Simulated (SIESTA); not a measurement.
The system is InP.

```xyz
2
Lattice="0.0000 2.9305 2.9305 2.9305 0.0000 2.9305 2.9305 2.9305 0.0000" Properties=species:S:1:pos:R:3 pbc="T T T"
In    0.0000    0.0000    0.0000
P     4.3957    4.3957    4.3957
```

Base run:

| Item | Value |
| --- | --- |
| Program | SIESTA 5.4.2 |
| Functional | RPBE |
| Potentials or basis | PseudoDojo 0.4 standard (PBE files) |
| Basis | DZP (energy shift 0.003 Ry; two zetas on semicore shells) |
| Grid cutoff | 500 Ry |
| Energy shift | 0.003 Ry |
| k mesh | 8 × 8 × 8 |
| Occupations | fermi-dirac, width 0.05 eV |
| Spin | no spin polarisation |

Its results: band gap on the k mesh 0.97 eV, direct; pressure 5.1 GPa.

The run is repeated on the same cell with these changes: functional from RPBE to vdW-DF-cx. What comes out?

Band gap on the k mesh 0.76 eV, direct; pressure 1.9 GPa.

Caveats: the potentials were made for another functional, which shifts forces and pressure; spin-orbit coupling is left out, which moves the levels of the heavy elements; the basis of atomic orbitals isn't converged, which shifts pressures, moduli and gaps.
